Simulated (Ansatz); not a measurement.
# MnO2 (P4_2/mnm) in Ansatz: further runs

The runs below take MnO2 through relaxation of cell and atoms, single point, with PBEsol.

Everything below comes from runs of Ansatz 0.2.0. Logs are shortened: lines on timing, memory, paths and dates and some standing lists are left out, and cuts for length are marked.

### Step 1. Starting point

Symmetry: P4_2/mnm, No. 136, tetragonal system. The conventional cell has a = 4.400 Å, b = 4.400 Å, c = 2.867 Å, α = 90.00°, β = 90.00°, γ = 90.00°. Mn (site symmetry mmm) is surrounded by 6 O at 1.88 to 1.90 Å. O (site symmetry m2m) has 3 Mn at 1.88 to 1.90 Å as nearest neighbours.

The cell is a database's computed one.

### Step 2. Relaxation of cell and atoms, PBEsol, collinear spin, ferromagnetic start

Contents of input.yaml:

```yaml
crystal:
  lattice:
    - [4.4004184607, 0.0, 0.0]
    - [0.0, 4.4004184607, 0.0]
    - [0.0, 0.0, 2.86707794]
  atoms:
    - { symbol: Mn, position: [0.5, 0.5, 0.5], spin: 4.0 }
    - { symbol: Mn, position: [0.0, 0.0, 0.0], spin: 4.0 }
    - { symbol: O, position: [0.80491615, 0.19508385, 0.5] }
    - { symbol: O, position: [0.69508385, 0.69508385, 0.0] }
    - { symbol: O, position: [0.19508385, 0.80491615, 0.5] }
    - { symbol: O, position: [0.30491615, 0.30491615, 0.0] }
hamiltonian:
  xc: pbesol
  pseudopotentials: { kind: paw }
magnetization:
  spin_polarized: true
kpoints:
  mp_grid: { grid: [6, 6, 9] }
scf:
  occupations: { method: fermi_dirac, width: 0.05 }
output:
  forces: true
  stress: true
  eigenvalues: true
relax:
  f_tol: 0.01
  max_steps: 40
  cell: { stress_tol: 0.05 }
```

Potentials or basis: Ansatz PAW.

Command:

```
$ ansatz run input.yaml --threads 2 --pin off --max-ram 5632MiB --backend cpu --events-out ev --progress --plain --runs-dir out
```

What it wrote:

```text
Warning: RAYON_NUM_THREADS=2 ignored (pool sized by the plan → 2); use --threads N
Engine: ansatz 0.2.0, x86_64-unknown-linux-gnu
Pseudopotentials: kind: paw
Pseudopotential: Mn, paw, valence charge 15, recommended cutoff 420 eV (normal), Mn.paw.azcp
Pseudopotential: O, paw, valence charge 6, recommended cutoff 420 eV (normal), O.paw.azcp
Functional definition: PBEsol
  exchange = pbesol_x
  correlation = pbesol_c
Crystal: 6 atoms, lattice volume = 55.517 Å³
Basis set: ecut = 420 eV, 1073 PW (Γ), exchange–correlation on 60×60×40 points (8 copies of the dense FFT grid, shifted against one another)
Bands: 38, of which v1, the nominal top of the filled ones, is band 27 counted from 1 (26 counted from 0)
Symmetry: 16 space group operations
Space group: P42/mnm (ITA 136), of the structure as read, at distance tolerance 3.8e-5 Å
Magnetic group: BNS 136.495 (UNI 1155), of the structure as read, at distance tolerance 3.8e-5 Å
k-points: 50 of 324
Non-local potential: Mn, projectors of the file, l = 0: 3, l = 1: 2, l = 2: 3, l = 3: 1
Non-local potential: O, projectors of the file, l = 0: 2, l = 1: 2, l = 2: 1
PAW form: soft (Blöchl's): semilocal exchange-correlation on the pseudo side does not see the compensation charge
PAW frozen core: Mn, regenerated for the run's functional, and the local potential with it (the file was generated under x = pbe(κ = 0.804, μ = 0.2195149727645171), c = pbe(β = 0.06672455060314922))
PAW frozen core: O, regenerated for the run's functional, and the local potential with it (the file was generated under x = pbe(κ = 0.804, μ = 0.2195149727645171), c = pbe(β = 0.06672455060314922))
PAW one-centre angular grid: Mn, 590 points (default); XC on 64 Gauss nodes
PAW one-centre angular grid: O, 110 points (default); XC on 64 Gauss nodes
Initial density: superposition of atomic densities (chi_scale 0.1, normalization cell, long waves kept (reshape's long-wave potential 0.00 eV rms))
Starting moments: Σ|m| = 8 μB on 2 of 6 sites
Initial wavefunctions: pseudopotential atomic-orbital guess
Functional: x = pbesol(κ = 0.804, μ = 0.12345679012345678), c = pbesol(β = 0.046)
SCF iter   1: F=—  HF=-9979.305395 eV  |F-HF|=—  |Δ(HF+E_count)|=         —  Δρ=5.58e-2 (↑5.03e-2 ↓5.58e-2)  dr2=2.20e0  dr2_m=7.15e-1  M=6.005 μB ∫|m|=6.909 μB  β_m=0.30  ethr=3.10e-3  ⟨swp⟩=5.6  Hψ=13296  notcnv=0
Mixer restart at iter 1: flushing history
preconditioner: auto → Kerker (q_TF=auto, 2.716 Å⁻¹)  [metal: Δε(μ)=0.020 eV  Ē_g=12.974 eV  σ=0.050 eV  W_gap=0.10  n_scr=18 (ndim 8)  ℏωp=30.7 eV  f_vac=0.000  D(μ)=3.07/eV (n_scr^D=30)]
spin=Collinear: Kerker preconditioning applied to the charge; magnetization (m = ρ↑ − ρ↓) channel mixes plain (no charge-response kernel on spin).
SCF iter   2: F=—  HF=-9979.895143 eV  |F-HF|=—  |Δ(HF+E_count)|=   5.90e-1  Δρ=4.19e-2 (↑3.78e-2 ↓4.19e-2)  dr2=9.17e-1  dr2_m=5.09e-1  M=6.000 μB ∫|m|=6.734 μB  β_m=0.64  ethr=3.10e-3  ⟨swp⟩=2.0  Hψ=5383  notcnv=0  defer=314
SCF iter   3: F=—  HF=-9980.797727 eV  |F-HF|=—  |Δ(HF+E_count)|=   9.03e-1  Δρ=2.52e-2 (↑7.24e-3 ↓2.52e-2)  dr2=4.39e-1  dr2_m=8.93e-2  M=6.000 μB ∫|m|=6.381 μB  β_m=0.69  ethr=1.70e-3  ⟨swp⟩=2.7  Hψ=6506  notcnv=0  defer=314
SCF iter   4: F=—  HF=-9980.876572 eV  |F-HF|=—  |Δ(HF+E_count)|=   7.88e-2  Δρ=1.46e-2 (↑1.46e-2 ↓4.96e-3)  dr2=5.66e-2  dr2_m=3.75e-2  M=5.982 μB ∫|m|=6.183 μB  β_m=0.84  ethr=8.13e-4  ⟨swp⟩=3.4  Hψ=7386  notcnv=0  defer=328
SCF iter   5: F=—  HF=-9980.905574 eV  |F-HF|=—  |Δ(HF+E_count)|=         —  Δρ=5.32e-3 (↑5.32e-3 ↓1.87e-3)  dr2=1.06e-2  dr2_m=4.36e-3  M=5.971 μB ∫|m|=6.114 μB  β_m=0.84  ethr=1.05e-4  ⟨swp⟩=2.7  Hψ=6415  notcnv=0  defer=328
Mixer restart at iter 5: flushing history
SCF iter   6: F=—  HF=-9980.907278 eV  |F-HF|=—  |Δ(HF+E_count)|=         —  Δρ=2.18e-3 (↑1.49e-3 ↓2.18e-3)  dr2=4.97e-3  dr2_m=2.89e-4  M=5.974 μB ∫|m|=6.109 μB  β_m=0.84  ethr=1.97e-5  ⟨swp⟩=2.0  Hψ=7297  notcnv=0  defer=328
Mixer restart at iter 6: flushing history
SCF iter   7: F=—  HF=-9980.907323 eV  |F-HF|=—  |Δ(HF+E_count)|=   4.52e-5  Δρ=2.02e-3 (↑2.02e-3 ↓6.98e-4)  dr2=2.50e-3  dr2_m=2.53e-4  M=5.972 μB ∫|m|=6.102 μB  β_m=0.69  ethr=9.20e-6  ⟨swp⟩=2.0  Hψ=7088  notcnv=0  defer=328
SCF iter   8: F=—  HF=-9980.906665 eV  |F-HF|=—  |Δ(HF+E_count)|=   6.58e-4  Δρ=4.21e-4 (↑4.21e-4 ↓3.62e-4)  dr2=2.88e-4  dr2_m=3.71e-5  M=5.972 μB ∫|m|=6.103 μB  β_m=0.85  ethr=4.63e-6  ⟨swp⟩=2.1  Hψ=7119  notcnv=0  defer=328
SCF iter   9: F=—  HF=-9980.906724 eV  |F-HF|=—  |Δ(HF+E_count)|=   5.84e-5  Δρ=1.23e-4 (↑1.01e-4 ↓1.23e-4)  dr2=3.75e-5  dr2_m=7.49e-7  M=5.972 μB ∫|m|=6.102 μB  β_m=0.92  ethr=5.34e-7  ⟨swp⟩=2.4  Hψ=5665  notcnv=0  defer=328
SCF iter  10: F=—  HF=-9980.906771 eV  |F-HF|=—  |Δ(HF+E_count)|=   4.78e-5  Δρ=7.26e-5 (↑6.49e-5 ↓7.26e-5)  dr2=7.67e-6  dr2_m=1.36e-7  M=5.973 μB ∫|m|=6.102 μB  β_m=0.96  ethr=6.95e-8  ⟨swp⟩=2.0  Hψ=5280  notcnv=0  defer=328
[... 78 lines left out ...]
SCF iter   3: F=—  HF=-9980.915480 eV  |F-HF|=—  |Δ(HF+E_count)|=   4.67e-9  Δρ=1.09e-6 (↑9.29e-7 ↓1.09e-6)  dr2=2.85e-10  dr2_m=1.79e-10  M=5.952 μB ∫|m|=6.063 μB  β_m=0.62  ethr=5.76e-12  ⟨swp⟩=2.5  Hψ=6247  notcnv=0
SCF iter   4: F=—  HF=-9980.915480 eV  |F-HF|=—  |Δ(HF+E_count)|=   2.79e-9  Δρ=8.11e-7 (↑1.98e-7 ↓8.11e-7)  dr2=3.39e-10  dr2_m=9.80e-11  M=5.952 μB ∫|m|=6.063 μB  β_m=0.81  ethr=1.00e-12  ⟨swp⟩=2.1  Hψ=5256  notcnv=0
SCF iter   5: F=—  HF=-9980.915480 eV  |F-HF|=—  |Δ(HF+E_count)|=   1.38e-9  Δρ=5.73e-7 (↑5.73e-7 ↓3.20e-7)  dr2=1.47e-10  dr2_m=4.76e-11  M=5.952 μB ∫|m|=6.063 μB  β_m=0.68  ethr=1.00e-12  ⟨swp⟩=2.0  Hψ=6554  notcnv=0
SCF iter   6: F=—  HF=-9980.915480 eV  |F-HF|=—  |Δ(HF+E_count)|=  3.09e-11  Δρ=1.11e-7 (↑1.11e-7 ↓7.72e-8)  dr2=5.11e-12  dr2_m=2.54e-12  M=5.952 μB ∫|m|=6.063 μB  β_m=0.75  ethr=1.00e-12  ⟨swp⟩=2.2  Hψ=5455  notcnv=0
SCF iter   7: F=-9980.915480 eV  HF=-9980.915480 eV  |F-HF|=2.55e-11  |Δ(HF+E_count)|=  5.46e-12  Δρ=1.45e-7 (↑9.24e-8 ↓1.45e-7)  dr2=2.87e-11  dr2_m=5.42e-13  M=5.952 μB ∫|m|=6.063 μB  ethr=1.00e-12  ⟨swp⟩=2.0  Hψ=10017  notcnv=0
SCF 7 converged in 7 iterations: F = -9980.915480 eV  dr2 = 2.87e-11
relax step   7: F+E_penalty+E_count = -9980.91547957 eV  Δ(F+E_penalty+E_count) = +9.458e-5 eV  max|allowed force component| = 9.447e-4 eV/Å  Δτ_max = 0.0000 Å  P = -0.013 GPa  Ω = 54.891 Å³  stress off target by 1.66e-2 GPa  SCF on the basis re-selected at this cell (its energy is not comparable with the rows above)  (7 SCF iters)
basis re-selected at this cell: Δ(F+E_penalty+E_count) = +9.458e-5 eV, ΔP = +0.000 GPa vs the last step (what re-selecting the basis moved, of the pressure what is left beyond the Pulay correction that the steps carried, after the strain that the cell walked since its last selection, with what the two solves' SCF thresholds leave and, on support functions, any second-order correction that the steps lacked; it is no measure of the basis error at this ecutwfc). This SCF's stress stands 1.66e-2 GPa from its target on what of the cell is left free (relax.cell.stress_tol is 5.00e-2 GPa) and its largest allowed force component is 9.45e-4 eV/Å (relax.f_tol is 1.00e-2 eV/Å): within both
WARN: an SCF from antiferromagnetic starting moments (-4.00, 4.00, 0.00, 0.00, 0.00, 0.00 Bohr magnetons, atom by atom) was not made, by what the run has read of turns of its moments that order reads lower: the deck asks for what bars it, or types moments that do (magnetization.spin_polarized, in the input reference, names some of the keys), or the run goes by scf.lower_state_search: light, the default, which as a rule tries one only behind a close that has lost an order of both signs, or on which an open d or half-filled 4f shell of a PAW file has lost a moment that was set nearer to Hund's than to what is left; or, under a Hubbard U, one that names an f shell that the input leaves bare beside given moments, or a larger moment for a shell of low spin that is given one. standard, with a start from the atoms, tries one behind each close (in a relaxation, ahead of its steps or at their end). To set out from that order, type those moments (crystal.atoms[].spin; where shells were raised to Hund's moment, beside crystal.symmetry.detect: false) under scf.lower_state_search: light. The bands of the close that named these starting moments, or of the one ahead of a search that led to it (under cold or Methfessel-Paxton smearing those of the Gaussian ahead of it) read a cost of -537.18 meV for the turn to them, carried on from a small turn (-537.18 by the pairs of d shells alone)
SCF converged after 7 iterations
Magnetization: 5.9515 μB (29.9758 up, 24.0242 down)
Absolute magnetization: 6.0781 μB (∫|ρ↑−ρ↓|, with the PAW one-centre terms)
Spin contamination: 0.0537 ħ² per cell (⟨S²⟩ above its minimum at these occupations)
Per-site moments (μB) at R_I (Å): [(2.333699117373426, 0.7707015786078368), (2.3336991173734223, 0.770701578607837), (0.10860188506919602, 0.770701578607837), (0.10860188506919576, 0.7707015786078368), (0.10860188506919587, 0.770701578607837), (0.10860188506919563, 0.7707015786078372)]
Free energy (F): -9980.915480 eV
Harris-Foulkes:  -9980.915480 eV  (|F-HF|=2.55e-11)
Internal energy: -9980.907920 eV  (E = F + TS)
E sigma→0 (E₀):  -9980.911700 eV
Entropy (-TS):   -0.007560 eV (-1.260 meV/atom)
Fermi energy:    11.140035 eV
--- Per-component energies (eV) ---
  E_band       = -576.015419
  E_kinetic    = 1299.100410
  E_local      = -5437.985477  (includes V_loc(G=0)·N_el)
  E_nonlocal   = 669.324687
  E_hartree    = 2136.077640
  E_xc         = -516.097423
  E_vxc        = -662.882668  (∫ρ·V_xc dr)
  E_paw        = -3138.280185  (= ΣΔE_a)
  E_vpaw       = -715.737210  (= ΣTr[D̂ρ^β])
  E_aug_tail   = 0.009877  (compensation charges beyond the density's cutoff)
  E_ewald      = -4993.537901
  E_core_change = 0.480452  (= ΣΔE_core)
  E_smearing   = -0.007560  (= −TS)
  E_closure    = 0.000000  (closes the sum)
  Σ components = -9980.915480   (vs F -9980.915480, Δ=0.00e0)
--- Forces (eV/Å), atoms counted from 1 ---
  atom   1  Mn     0.00000000     0.00000000     0.00000000
  atom   2  Mn     0.00000000    -0.00000000     0.00000000
  atom   3  O      0.00094475    -0.00094475     0.00000000
  atom   4  O     -0.00094475    -0.00094475     0.00000000
  atom   5  O     -0.00094475     0.00094475     0.00000000
  atom   6  O      0.00094475     0.00094475     0.00000000
  max |Σ_I F_I| component: 2.60e-18 eV/Å
--- Stress (GPa, compression-positive) ---
       -0.016639       0.000000       0.000000
        0.000000      -0.016639       0.000000
        0.000000       0.000000      -0.005761
  P = ⅓ Tr σ = -0.0130 GPa (-0.130 kbar)
--- Band table (eV; the first three rows and the last of 100) ---
  k-point 0 ↑: bands = ["-70.5947", "-70.5916", "-39.4693", "-39.4605", "-39.3983", "-39.3983", "-39.3304", "-39.3304", "-9.1328", "-7.2177", "-6.7892", "-6.7892", "2.7525", "3.4355", "4.0817", "5.0058", "5.0058", "6.7484", "6.7484", "7.4336", "8.2596", "8.4060", "8.5699", "8.5699", "8.6832", "9.2732", "9.7161", "9.7161", "10.3499", "10.9198", "11.0275", "13.8614", "13.8614", "14.5992", "18.5804", "21.8985", "21.8985", "24.5297"]
  k-point 1 ↑: bands = ["-70.5933", "-70.5905", "-39.4839", "-39.4757", "-39.3957", "-39.3957", "-39.3296", "-39.3296", "-9.0038", "-7.1732", "-6.8135", "-6.8135", "2.9287", "3.5599", "4.2289", "4.8853", "4.8853", "6.8627", "6.9875", "6.9875", "7.8161", "8.2263", "8.2263", "8.4384", "8.7960", "9.3612", "10.0030", "10.0030", "10.1749", "10.9663", "11.1781", "13.5991", "13.5991", "14.4066", "18.9986", "22.4195", "22.4195", "24.7340"]
  k-point 2 ↑: bands = ["-70.5900", "-70.5876", "-39.5209", "-39.5143", "-39.3889", "-39.3889", "-39.3276", "-39.3276", "-8.6448", "-7.0831", "-6.8759", "-6.8759", "3.4125", "3.8856", "4.6610", "4.7540", "4.7540", "5.8602", "6.8741", "7.3216", "7.3216", "7.6852", "7.6852", "8.4445", "8.8474", "9.4492", "9.7720", "10.4355", "10.4355", "10.7872", "11.6415", "13.1410", "13.1410", "13.8528", "20.0617", "23.6356", "23.6356", "25.0285"]
  k-point 49 ↓: bands = ["-67.5818", "-67.5818", "-36.6858", "-36.6858", "-36.4580", "-36.4580", "-36.3807", "-36.3807", "-6.9899", "-6.9899", "-6.8811", "-6.8811", "4.3777", "4.3777", "4.7484", "4.7484", "6.0662", "6.0662", "6.8814", "6.8814", "9.0324", "9.0324", "9.4474", "9.4474", "12.1551", "12.1551", "12.1855", "12.1855", "12.5640", "12.5640", "14.3789", "14.3789", "14.5147", "14.5147", "22.7328", "22.7328", "24.6697", "24.6697"]
--- Relaxed structure (5 steps of the walk, 5 accepted, 2 SCFs on fresh bases) ---
  F+E_penalty+E_count = -9980.91547957 eV   max|allowed force component| = 9.447e-4 eV/Å   (the final SCF, on the basis selected at the relaxed cell)
  cell:  # Å, volume = 54.8914 Å³
    - [4.395946552372073, 3.4711922800529976e-35, 0.0]
    - [3.4711922800529976e-35, 4.395946552372073, 0.0]
    - [0.0, 0.0, 2.840533244160762]
  atoms:
    - { symbol: Mn, position: [0.5, 0.5, 0.5] }
    - { symbol: Mn, position: [-1.0009437432052118e-20, 7.442915013577163e-21, 0.0] }
    - { symbol: O, position: [0.8047332692327536, 0.19526673076724646, 0.5] }
    - { symbol: O, position: [0.6952667307672464, 0.6952667307672464, 0.0] }
    - { symbol: O, position: [0.19526673076724646, 0.8047332692327536, 0.5] }
    - { symbol: O, position: [0.30473326923275346, 0.30473326923275346, 0.0] }
```

Run time: 77 s. Hardware: 2 threads of AMD EPYC (Zen 3), shared host; peak memory 0.49 GiB.

What came out:

```yaml
Free_energy: -9980.9155 eV
Relaxed_volume: 9.15 Å³/atom
Relaxed_cell: a = 4.396 Å, b = 4.396 Å, c = 2.841 Å, α = 90.00°, β = 90.00°, γ = 90.00°
Space_group_after_relaxing_to_0.05_Å: P4_2/mnm (No. 136)
Energy_gained_by_relaxing: 1.5 meV/atom
Ionic_steps: 7
Pressure_after_relaxing: 0.0 GPa
Band_gap_on_the_k_mesh: none (metal or under the smearing width)
Net_moment: 5.95 μB per cell
Absolute_moment: 6.08 μB per cell
Site_moments: Mn +2.33; O +0.11 μB
```

The path:
| step | energy change (eV) | largest force (eV/Å) | volume (Å³) |
| --- | --- | --- | --- |
| 1 | 0.0000 | 0.0678 | 55.52 |
| 2 | -0.0081 | 0.0558 | 55.18 |
| 3 | -0.0118 | 0.0113 | 54.89 |
| 4 | -0.0117 | 0.0034 | 54.90 |
| 5 | -0.0087 | 0.0035 | 54.90 |
| 6 | -0.0088 | 0.0013 | 54.89 |
| 7 | -0.0087 | 0.0013 | 54.89 |

Final structure:
```yaml
crystal:
  lattice:
    - [4.39595, 0.00000, 0.00000]
    - [0.00000, 4.39595, 0.00000]
    - [0.00000, 0.00000, 2.84053]
  atoms:
    - { symbol: Mn, position: [0.50000, 0.50000, 0.50000] }
    - { symbol: Mn, position: [0.00000, 0.00000, 0.00000] }
    - { symbol: O, position: [0.80473, 0.19527, 0.50000] }
    - { symbol: O, position: [0.69527, 0.69527, 0.00000] }
    - { symbol: O, position: [0.19527, 0.80473, 0.50000] }
    - { symbol: O, position: [0.30473, 0.30473, 0.00000] }
```

Caveat: the magnetic or orbital state may not be the lowest; the plane-wave basis is chosen anew once the cell has moved, so the energies of steps on either side of that aren't comparable; the pressure holds a Pulay correction of +1.0 GPa for the finite cutoff; semilocal functionals often make such compounds metallic where correlation or magnetic order opens a gap, which also shifts bond lengths; only a ferromagnetic start was run, and an antiferromagnetic order may lie lower in energy; the PAW data sets come from PBE, with cores solved anew for the run's functional, which leaves a small shift of forces and pressure. With open d or f shells a metallic result of PBEsol can be an artefact of self-interaction; +U or a hybrid may open a gap.

### Step 3. Single point, PBEsol

input.yaml, as its differences from that of step 2:

```diff
@@ -6,4 +6,4 @@
   atoms:
-    - { symbol: Mn, position: [0.5, 0.5, 0.5], spin: 4.0 }
-    - { symbol: Mn, position: [0.0, 0.0, 0.0], spin: 4.0 }
+    - { symbol: Mn, position: [0.5, 0.5, 0.5] }
+    - { symbol: Mn, position: [0.0, 0.0, 0.0] }
     - { symbol: O, position: [0.80491615, 0.19508385, 0.5] }
@@ -15,4 +15,2 @@
   pseudopotentials: { kind: paw }
-magnetization:
-  spin_polarized: true
 kpoints:
@@ -25,5 +23 @@
   eigenvalues: true
-relax:
-  f_tol: 0.01
-  max_steps: 40
-  cell: { stress_tol: 0.05 }
```

Potentials or basis: Ansatz PAW.

Command:

```
$ ansatz run input.yaml --threads 2 --pin off --max-ram 5632MiB --backend cpu --events-out ev --progress --plain --runs-dir out
```

What it wrote:

```text
Warning: RAYON_NUM_THREADS=2 ignored (pool sized by the plan → 2); use --threads N
[... 7 set-up lines as earlier in the session ...]
[... 57 lines left out ...]
  max |Σ_I F_I| component: 0.00e0 eV/Å
--- Stress (GPa, compression-positive) ---
      -12.789188       0.000000       0.000000
        0.000000     -12.789188       0.000000
        0.000000       0.000000     -20.432025
  P = ⅓ Tr σ = -15.3368 GPa (-153.368 kbar)
--- Band table (eV; the first three rows and the last of 50) ---
  k-point 0: bands = ["-68.9693", "-68.9661", "-37.9245", "-37.9245", "-37.7957", "-37.7957", "-37.7178", "-37.7080", "-9.3169", "-7.4372", "-7.0628", "-7.0628", "2.9250", "3.8194", "4.2511", "5.3436", "5.3436", "6.5569", "6.5569", "7.1270", "8.9270", "9.3769", "9.3769", "9.5675", "9.7986", "10.1424", "10.1424", "10.1845", "10.3076", "11.8328", "12.1506", "14.3963", "14.3963"]
  k-point 1: bands = ["-68.9681", "-68.9650", "-37.9231", "-37.9231", "-37.7935", "-37.7935", "-37.7325", "-37.7233", "-9.1941", "-7.3998", "-7.0830", "-7.0830", "3.0866", "3.9247", "4.3991", "5.1805", "5.1805", "6.6837", "6.8318", "6.8318", "8.2239", "8.8615", "8.8615", "9.6139", "10.1185", "10.2047", "10.2715", "10.5745", "10.5745", "12.0407", "12.0803", "14.1738", "14.1738"]
  k-point 2: bands = ["-68.9649", "-68.9624", "-37.9198", "-37.9198", "-37.7879", "-37.7879", "-37.7694", "-37.7620", "-8.8526", "-7.3278", "-7.1351", "-7.1351", "3.5306", "4.1922", "4.8348", "5.0101", "5.0101", "5.8019", "7.0900", "7.2952", "7.2952", "8.0428", "8.0428", "9.3559", "9.9819", "10.3774", "10.6299", "11.1381", "11.1381", "11.8746", "12.4547", "13.7807", "13.7807"]
  k-point 49: bands = ["-68.9581", "-68.9581", "-37.9140", "-37.9140", "-37.8361", "-37.8361", "-37.7776", "-37.7776", "-7.5119", "-7.5119", "-7.3763", "-7.3763", "3.9965", "3.9965", "4.2163", "4.2163", "5.5751", "5.5751", "6.4705", "6.4705", "8.0647", "8.0647", "8.7936", "8.7936", "10.6964", "10.6964", "10.7393", "10.7393", "11.1607", "11.1607", "13.5586", "13.5586", "13.5819"]
```

Run time: 3.3 s. Hardware: 2 threads of AMD EPYC (Zen 3), shared host; peak memory 0.4 GiB.

Results:

```yaml
Free_energy: -9979.8301 eV
Pressure: -15.3 GPa
Largest_force: 0.170 eV/Å
Band_gap_on_the_k_mesh: none (metal or under the smearing width)
```

Forces in eV/Å, atoms in the order of the input:
```
Mn   0.000  0.000  0.000
Mn   0.000  0.000  0.000
O   -0.120  0.120  0.000
O    0.120  0.120  0.000
O    0.120 -0.120  0.000
O   -0.120 -0.120  0.000
```

Stress tensor (GPa, compression positive):
```
-12.79   0.00   0.00
  0.00 -12.79   0.00
  0.00   0.00 -20.43
```

Caveat: the pressure holds a Pulay correction of +1.0 GPa for the finite cutoff; the run has no spin polarisation, though such a crystal can be magnetic; semilocal functionals often make such compounds metallic where correlation or magnetic order opens a gap, which also shifts bond lengths; the PAW data sets come from PBE, with cores solved anew for the run's functional, which leaves a small shift of forces and pressure. With open d or f shells a metallic result of PBEsol can be an artefact of self-interaction; +U or a hybrid may open a gap.

(Continued in part 2 of 2.)
